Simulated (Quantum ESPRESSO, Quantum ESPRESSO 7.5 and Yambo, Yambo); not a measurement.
# BeTe (F-43m): G0W0 with Yambo, start to end

Wanted: ground state, empty states, screening and self-energy for BeTe (F-43m).

Program: Quantum ESPRESSO 7.5 and Yambo 5.3.0. Level of theory: PBE and many-body steps on it, plane waves. Results are calculated unless marked as measured.

**The experiments to reproduce.**

- Gap 2.7 eV: absolute (indirect, Gamma to X) gap; bulk crystal (quoted from earlier experiment) (quoted in “The band structure of BeTe - a combined experimental and theoretical study”, 1997, arxiv:cond-mat/9712266).

- Gap 2.8 eV: absolute (indirect, Gamma to X) gap, second literature value; film (quoted from earlier experiment) (quoted in “The band structure of BeTe - a combined experimental and theoretical study”, 1997, arxiv:cond-mat/9712266).

Report form: the programs' logs are mostly left out.

### 1. The structure

The structure is cubic, space group F-43m (No. 216). The conventional cell has a = 5.663 Å, b = 5.663 Å, c = 5.663 Å, α = 90.00°, β = 90.00°, γ = 90.00°. Nearest to Be lie 4 Te at 2.45 Å. Nearest to Te lie 4 Be at 2.45 Å. Farther neighbours and most contacts between anions are not listed.

The cell and positions are those that the Materials Project relaxed with its own functionals (PBE, PBE+U or r2SCAN), kept fixed.

### 2. Ground state

This step: Quantum ESPRESSO 7.5; DFT, PBE with spin-orbit coupling, plane waves, norm-conserving pseudopotentials.

The ground-state density comes first.

Input file pw.in:

```
&control
  calculation = 'scf'
  prefix = 'x'
  outdir = 'o'
  pseudo_dir = 'pseudo'
/
&system
  ibrav = 0
  nat = 2
  ntyp = 2
  ecutwfc = 88.0
  nbnd = 38
  force_symmorphic = .true.
  noncolin = .true.
  lspinorb = .true.
/
&electrons
  conv_thr = 1e-10
  electron_maxstep = 80
  mixing_beta = 0.5
/
ATOMIC_SPECIES
  Be 9.012 Be.upf
  Te 127.6 Te.upf
CELL_PARAMETERS angstrom
  -0.0000000000 2.8314587876 2.8314587876
  2.8314587876 0.0000000000 2.8314587876
  2.8314587876 2.8314587876 0.0000000000
ATOMIC_POSITIONS crystal
  Be 0.0000000000 0.0000000000 0.0000000000
  Te 0.7500000000 0.7500000000 0.7500000000
K_POINTS automatic
  6 6 6 0 0 0
```

The run is started by

```
> OMP_NUM_THREADS=1 mpirun -n 4 pw.x -nk 4 -in pw.in > pw.out
```

Elapsed: 26 s, on 4 MPI ranks of Arm Neoverse V1, shared host; peak memory 0.51 GiB.

Numbers from this step:

| Property | Result |
| --- | --- |
| total energy | -8029.8879 eV |
| gap | 1.734 eV |
| k of the valence top | 0, 0, 0 |
| k of the conduction bottom | 0, -0.5, -0.5 |
| least direct gap | 3.320 eV |

The gap is indirect, with the least direct gap 1.59 eV higher.

### 3. Bands along the symmetry lines

The cheap functional maps the bands first; the places of the edges decide which points the dearer methods must see.

Input file pw.in:

```
&control
  calculation = 'bands'
  prefix = 'x'
  outdir = 'o'
  pseudo_dir = 'pseudo'
/
&system
  ibrav = 0
  nat = 2
  ntyp = 2
  ecutwfc = 88.0
  nbnd = 40
  force_symmorphic = .true.
  noncolin = .true.
  lspinorb = .true.
/
&electrons
  conv_thr = 1e-9
  electron_maxstep = 80
  diago_full_acc = .true.
  diago_thr_init = 5e-6
/
ATOMIC_SPECIES
  Be 9.012 Be.upf
  Te 127.6 Te.upf
CELL_PARAMETERS angstrom
  -0.0000000000 2.8314587876 2.8314587876
  2.8314587876 0.0000000000 2.8314587876
  2.8314587876 2.8314587876 0.0000000000
ATOMIC_POSITIONS crystal
  Be 0.0000000000 0.0000000000 0.0000000000
  Te 0.7500000000 0.7500000000 0.7500000000
K_POINTS crystal
  50
  0.00000000 0.00000000 0.00000000 1
  -0.06250000 -0.06250000 0.00000000 1
  -0.12500000 -0.12500000 0.00000000 1
  -0.18750000 -0.18750000 0.00000000 1
  -0.25000000 -0.25000000 0.00000000 1
  -0.31250000 -0.31250000 0.00000000 1
  -0.37500000 -0.37500000 0.00000000 1
  -0.43750000 -0.43750000 0.00000000 1
  -0.50000000 -0.50000000 0.00000000 1
  -0.48437500 -0.48437500 0.03125000 1
  -0.46875000 -0.46875000 0.06250000 1
  -0.45312500 -0.45312500 0.09375000 1
  -0.43750000 -0.43750000 0.12500000 1
  -0.42187500 -0.42187500 0.15625000 1
  -0.40625000 -0.40625000 0.18750000 1
  -0.39062500 -0.39062500 0.21875000 1
  -0.37500000 -0.37500000 0.25000000 1
  -0.37500000 0.00000000 0.37500000 1
  -0.32812500 0.00000000 0.32812500 1
  -0.28125000 0.00000000 0.28125000 1
  -0.23437500 0.00000000 0.23437500 1
  -0.18750000 0.00000000 0.18750000 1
  -0.14062500 0.00000000 0.14062500 1
  -0.09375000 0.00000000 0.09375000 1
  -0.04687500 0.00000000 0.04687500 1
  0.00000000 0.00000000 0.00000000 1
  0.00000000 0.00000000 0.06250000 1
  0.00000000 0.00000000 0.12500000 1
  0.00000000 0.00000000 0.18750000 1
  0.00000000 0.00000000 0.25000000 1
  0.00000000 0.00000000 0.31250000 1
  0.00000000 0.00000000 0.37500000 1
  0.00000000 0.00000000 0.43750000 1
  -0.00000000 -0.00000000 0.50000000 1
  -0.06250000 -0.03125000 0.46875000 1
  -0.12500000 -0.06250000 0.43750000 1
  -0.18750000 -0.09375000 0.40625000 1
  -0.25000000 -0.12500000 0.37500000 1
  -0.31250000 -0.15625000 0.34375000 1
  -0.37500000 -0.18750000 0.31250000 1
  -0.43750000 -0.21875000 0.28125000 1
  -0.50000000 -0.25000000 0.25000000 1
  -0.50000000 -0.28125000 0.21875000 1
  -0.50000000 -0.31250000 0.18750000 1
  -0.50000000 -0.34375000 0.15625000 1
  -0.50000000 -0.37500000 0.12500000 1
  -0.50000000 -0.40625000 0.09375000 1
  -0.50000000 -0.43750000 0.06250000 1
  -0.50000000 -0.46875000 0.03125000 1
  -0.50000000 -0.50000000 0.00000000 1
```

Elapsed: 21 s, on 4 MPI ranks; peak memory 0.36 GiB; 82 s of CPU time.

Numbers from this step:

- gap: 1.734 eV
- k of the valence top: 0, 0, 0
- k of the conduction bottom: -0.5, -0.5, 0
- least direct gap: 3.320 eV

The gap is 1.734 eV, as in the run before at this level.

The electronic bands at the labelled points (eV, zero at the top of the highest filled band):

| point | band 25 | band 26 | band 27 | band 28 | band 29 | band 30 | band 31 | band 32 |
| --- | --- | --- | --- | --- | --- | --- | --- | --- |
| Γ | 0.00 | 0.00 | 0.00 | 0.00 | 3.32 | 3.32 | 3.38 | 3.38 |
| halfway | -2.10 | -2.10 | -1.71 | -1.71 | 2.36 | 2.36 | 4.12 | 4.12 |
| X | -3.07 | -3.07 | -2.67 | -2.67 | 1.73 | 1.73 | 2.42 | 2.42 |
| halfway | -3.48 | -3.34 | -2.73 | -2.71 | 2.05 | 2.07 | 3.04 | 3.12 |
| U | -4.24 | -3.94 | -2.46 | -2.44 | 2.44 | 2.47 | 4.93 | 5.04 |
| jump to K | -4.24 | -3.94 | -2.46 | -2.44 | 2.44 | 2.47 | 4.93 | 5.04 |
| halfway | -2.60 | -2.43 | -0.93 | -0.91 | 3.76 | 3.76 | 4.37 | 4.39 |
| Γ | 0.00 | 0.00 | 0.00 | 0.00 | 3.32 | 3.32 | 3.38 | 3.38 |
| halfway | -1.20 | -1.20 | -0.69 | -0.69 | 3.01 | 3.01 | 4.17 | 4.17 |
| L | -1.66 | -1.66 | -1.15 | -1.15 | 2.76 | 2.76 | 4.30 | 4.30 |
| halfway | -3.24 | -3.08 | -2.17 | -2.06 | 3.90 | 3.93 | 4.04 | 4.21 |
| W | -4.18 | -3.72 | -3.40 | -3.34 | 4.95 | 4.99 | 5.27 | 5.27 |
| halfway | -3.55 | -3.35 | -3.07 | -3.05 | 2.75 | 2.76 | 3.34 | 3.41 |
| X | -3.07 | -3.07 | -2.67 | -2.67 | 1.73 | 1.73 | 2.42 | 2.42 |

### 4. Empty states on the mesh, 4×4×4 mesh, 234 bands

The sums over transitions need many empty states on a uniform mesh; this step solves for them.

Input file pw.in:

```
&control
  calculation = 'nscf'
  prefix = 'x'
  outdir = 'o'
  pseudo_dir = 'pseudo'
/
&system
  ibrav = 0
  nat = 2
  ntyp = 2
  ecutwfc = 88.0
  nbnd = 234
  force_symmorphic = .true.
  noncolin = .true.
  lspinorb = .true.
/
&electrons
  conv_thr = 1e-9
  electron_maxstep = 80
  diago_full_acc = .true.
  diago_thr_init = 5e-6
/
ATOMIC_SPECIES
  Be 9.012 Be.upf
  Te 127.6 Te.upf
CELL_PARAMETERS angstrom
  -0.0000000000 2.8314587876 2.8314587876
  2.8314587876 0.0000000000 2.8314587876
  2.8314587876 2.8314587876 0.0000000000
ATOMIC_POSITIONS crystal
  Be 0.0000000000 0.0000000000 0.0000000000
  Te 0.7500000000 0.7500000000 0.7500000000
K_POINTS automatic
  4 4 4 0 0 0
```

The job ended after 53 s (4 MPI ranks; peak memory 0.89 GiB).

Numbers from this step:

```yaml
gap: 1.734 eV
k_of_the_valence_top: 0, 0, 0
k_of_the_conduction_bottom: 0, -0.5, -0.5
least_direct_gap: 3.320 eV
k_points_computed: 8
lowest_point_of_the_top_converged_band_above_the_valence_top: 86.5979 eV
```

On this mesh the gap is 1.734 eV.

### 5. Conversion and set-up

This step: Yambo 5.3.0; conversion and set-up on PBE with spin-orbit coupling, plane waves, norm-conserving pseudopotentials.

The states are converted to the many-body program's format and the q mesh is built.

The run is started by

```
> (cd o/x.save; p2y > p2y.log; mv SAVE ../..); yambo > setup.log
```

It took 3 s on 1 MPI rank; peak memory 0.25 GiB.

### 6. Screening and self-energy, 4×4×4 mesh, 234 bands, screening to 197.3 eV

Now the one-shot GW correction: screening in the RPA, then the self-energy of the levels asked for.

This step: G0W0 on PBE with spin-orbit coupling, plane waves, norm-conserving pseudopotentials.

Input file gw1.in:

```
HF_and_locXC
gw0
dyson
ppa
em1d
rim_cut
RandQpts= 1000000
RandGvec= 1 RL
EXXRLvcs= 88 Ry
VXCRLvcs= 352 Ry
Chimod= "HARTREE"
% BndsRnXp
 1 | 234 |
%
NGsBlkXp= 14.5 Ry
% LongDrXp
 1 | 1 | 1 |
%
% GbndRnge
 1 | 234 |
%
DysSolver= "n"
ExtendOut
PPAPntXp= 27.21138 eV
% QPkrange
 1 | 1 | 25 | 32 |
 7 | 7 | 25 | 32 |
%
```

The run is started by

```
> OMP_NUM_THREADS=2 mpirun -n 2 yambo -F gw1.in -J gw1 -C gw1 > gw1.log
```

It took 12 min on 2 MPI ranks; peak memory 1.6 GiB.

This step gave:

- G0W0 gap on the points computed: 2.488 eV
- starting gap on the mesh: 1.734 eV
- k of the valence top: 0, 0, 0
- k of the conduction bottom: 0, -0.5, -0.5
- least direct G0W0 gap on the computed points: 4.323 eV
- Z at the valence top: 0.8064
- Z at the conduction bottom: 0.8169

The gap on the mesh goes from 1.73 eV to 2.49 eV, a correction of +0.75 eV.

Limits: finite bands, cutoff and mesh; coarse k mesh. v1 is the top filled band, c1 the lowest empty one. Levels before and after the correction, in eV, zero at the valence-band top of each column:

|  | conduction bottom | valence top |
| --- | --- | --- |
| Kohn-Sham | 1.73 | 0.00 |
| G0W0 | 2.49 | 0.00 |

|  | level | energy (eV) |
| --- | --- | --- |
| Kohn-Sham | Γ v3-v1 | 0.000 |
| Kohn-Sham | Γ c1-c2 | 3.320 |
| Kohn-Sham | Γ c3 | 3.381 |
| Kohn-Sham | (0 -0.5 -0.5) v3 | -3.069 |
| Kohn-Sham | (0 -0.5 -0.5) v2-v1 | -2.674 |
| Kohn-Sham | (0 -0.5 -0.5) c1-c2 | 1.734 |
| Kohn-Sham | (0 -0.5 -0.5) c3 | 2.417 |
| G0W0 | Γ v3-v1 | 0.000 |
| G0W0 | Γ c1-c2 | 4.324 |
| G0W0 | Γ c3 | 4.391 |
| G0W0 | (0 -0.5 -0.5) v3 | -3.272 |
| G0W0 | (0 -0.5 -0.5) v2-v1 | -2.877 |
| G0W0 | (0 -0.5 -0.5) c1-c2 | 2.488 |
| G0W0 | (0 -0.5 -0.5) c3 | 3.256 |

### 7. Where the time went

Times are wall times on the hardware named with each run, good to a factor of about two.

| step | time | share | memory (GiB) |
| --- | --- | --- | --- |
| ground state | 26 s | 3 % | 0.51 |
| bands along the symmetry lines | 21 s | 2 % | 0.36 |
| empty states on the mesh | 53 s | 6 % | 0.89 |
| conversion and set-up | 3 s | 0 % | 0.25 |
| screening and self-energy | 12 min | 88 % | 1.6 |

### 8. Results

```
PBE gap              : 1.73 eV, indirect
G0W0 gap on the mesh : 2.49 eV
GW settings          : 4×4×4 mesh, 234 bands, screening to 197.3 eV, Godby-Needs plasmon pole
known limits         : not at the basis limit; coarse k mesh
```

G0W0 moves the gap on the mesh from 1.73 eV to 2.49 eV (+0.75 eV), with Z of 0.81 and 0.82 at the edges. Only 2 of the mesh's irreducible points were corrected, so a valley elsewhere could overtake. The dearest step here is «screening and self-energy». Against experiment, by G0W0@PBE: the gap of 2.49 eV lies −0.21 eV from the measured 2.7 eV (indirect, quoted 1997); the gap of 2.49 eV lies −0.31 eV from the measured 2.8 eV (indirect, quoted 1997). The calculation has static nuclei and no excitons; a measured gap holds zero-point and thermal motion, which mostly lowers it. Bands and cutoff are finite, so the gap is not at the basis limit. The miss can reach some tenths of an eV and take either sign; the mesh is an error of its own. In the G0W0 run levels were corrected at 2 k points alone, so a gap called «on the mesh» is the least over those, and an edge elsewhere would be missed. The 4×4×4 mesh is coarse for this cell, which bears on the long-range parts of exchange and screening.

[Paths, hosts, dates, memory and timing lines, banners, echoed tables and standing remarks are left out of the program output.]

[Logs are printed without paths, hosts, clocks, repeated set-up lines and the standing remarks that a program may print on its own settings, such as how far it seeks lower states.]

[Runs of the session that timed out or met a known fault of the program may be left out.]

[Hosts, paths, dates, database ids (printed as entryN), source tags and the programs' standing remarks are cut or masked in the printed files.]
